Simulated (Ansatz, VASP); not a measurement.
## MgO in VASP and in Ansatz

```
CELL_PARAMETERS angstrom
0.00000 2.14714 2.28201
2.14714 0.00000 2.28201
2.14714 2.14714 0.00000
ATOMIC_POSITIONS crystal
Mg 0.00000 0.00000 0.00000
O 0.25000 0.25000 0.25000
```

Change from the starting cell: biaxial_xy strain -5.9%.

Alike in both runs: task single point; functional PBE; k mesh 10 × 10 × 10; occupations fermi-dirac, width 0.02 eV; no spin polarisation.

|  | VASP | Ansatz |
| --- | --- | --- |
| version | VASP 6.6.1 | Ansatz 0.2.0 |
| potentials or method | VASP PAW PBE potentials, release 64 (Mg, O) | plane waves, PAW |
| plane-wave cutoff (eV) | 520 | 420 |
| valence electrons in the cell | 8 | 16 |

VASP gave:

| Property | Result |
| --- | --- |
| gap on the k mesh at the Fermi level (eV) | 4.29 |
| pressure (GPa) | 23.4 |
| largest component of the traceless stress (GPa) | 1.30 |

Q: Which values does Ansatz return?

A: gap on the k mesh at the Fermi level (eV): 4.30; pressure (GPa): 23.6; largest component of the traceless stress (GPa): 1.28.

With one functional, cell and mesh, what is left measures potentials, basis and numerics. The two sets of potentials don't hold the same shells in valence.

Caveats: so large a pressure means that the cell lies far from this level's equilibrium, or that cutoff or potentials fall short (VASP). A k mesh can miss the band edges.
